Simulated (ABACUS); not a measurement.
**Hf: single point with PBE**

Crystal: Hf.

```
CELL_PARAMETERS angstrom
-0.04347 2.20748 2.21336
2.16276 -0.04267 2.21256
2.17201 2.21592 -0.05192
ATOMIC_POSITIONS crystal
Hf 0.00193 0.98878 0.99658
```

The cell isn't the ideal one: cell strained at random at fixed volume.

* Program: ABACUS 3.10.1
* Task: single point
* Functional: PBE
* Potentials or basis: PseudoDojo NC SR 0.4.1 PBE standard
* Cutoff: 789 eV
* Density cutoff: 3157 eV
* Basis: plane waves
* k mesh: 10 × 10 × 10
* Occupations: fermi-dirac, width 0.05 eV
* Spin: no spin polarisation

- Pressure: 3.3 GPa
- Band gap on the k mesh: none (metal or under the smearing width)

Stress tensor (GPa, compression positive):
```
3.98 1.30 1.82
1.30 3.02 1.67
1.82 1.67 2.87
```

Levels at points of the mesh, in eV from the Fermi level:
```csv
k point,band 3,band 4,band 5,band 6,band 7,band 8,band 9
"(0.00, 0.00, 0.00)",-29.92,-29.88,-7.29,1.13,1.32,1.78,4.12
"(0.50, 0.00, 0.00)",-30.03,-29.99,-3.73,0.57,0.81,1.63,6.33
"(0.00, 0.50, 0.00)",-30.03,-30.00,-3.72,0.58,0.99,1.44,6.18
"(0.50, 0.50, 0.00)",-30.23,-30.18,-3.37,-2.19,2.49,6.44,7.00
"(0.00, 0.00, 0.50)",-30.02,-29.99,-3.75,0.51,1.04,1.44,6.19
"(0.50, 0.00, 0.50)",-30.25,-30.17,-3.36,-2.19,2.53,6.44,7.00
"(0.00, 0.50, 0.50)",-30.27,-30.21,-3.32,-2.25,2.86,6.43,7.09
"(0.50, 0.50, 0.50)",-30.07,-30.04,-3.62,0.90,0.91,1.23,6.50
```

Wall time 30 s on 4 MPI ranks on Intel(R) Xeon(R) Platinum 8375C CPU @ 2.90GHz (Ice Lake), with other jobs on the host, peak memory 0.32 GiB a rank.

Spin-orbit coupling is left out, which matters for the levels of Hf.
